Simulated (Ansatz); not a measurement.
Space group P-3m1 (No. 164). a = 4.679 Å, b = 4.679 Å, c = 7.690 Å, α = 90.00°, β = 90.00°, γ = 120.00°
```tsv
atom	site	symmetry	x	y	z
Pb	1a	-3m.	0.0000	0.0000	0.0000
I	2d	3m.	0.3333	0.6667	0.2413
```

Equation of state of this PbI2 structure (not necessarily the ground state), with shape and atoms relaxed at each volume where symmetry leaves them free. The calculation used DFT PBE, scalar-relativistic, plane waves, PAW (Ansatz).

Settings: cutoff 420 eV, Γ-centred mesh 6×6×4 on the computed 3-atom cell, Gaussian smearing of 0.02 eV; no spin polarisation.

| V (Å³/atom) | E − E(largest V) (meV/atom) | P (GPa) | gap on mesh (eV) |
| --- | --- | --- | --- |
| 42.762 | 13.10 | 0.98 | 2.24 |
| 44.220 | 6.04 | 0.62 | 2.31 |
| 45.678 | 1.99 | 0.36 | 2.38 |
| 47.136 | 0.04 | 0.19 | 2.42 |
| 48.594 | -0.84 | 0.02 | 2.42 |
| 50.051 | -0.94 | -0.02 | 2.45 |
| 51.509 | -0.64 | -0.05 | 2.47 |
| 53.453 | 0.00 | -0.06 | 2.48 |

**Question.** Fit a third-order Birch–Murnaghan equation to E(V).

**Answer.** V0 = 49.36 Å³/atom, B0 = 2 GPa, B0' = 23.7. B0' is unusual or poorly fixed by this range.

Spin-orbit coupling is left out, which matters for the bands of heavy elements. The cell holds layers, and where no dispersion correction was added their binding is poorly described.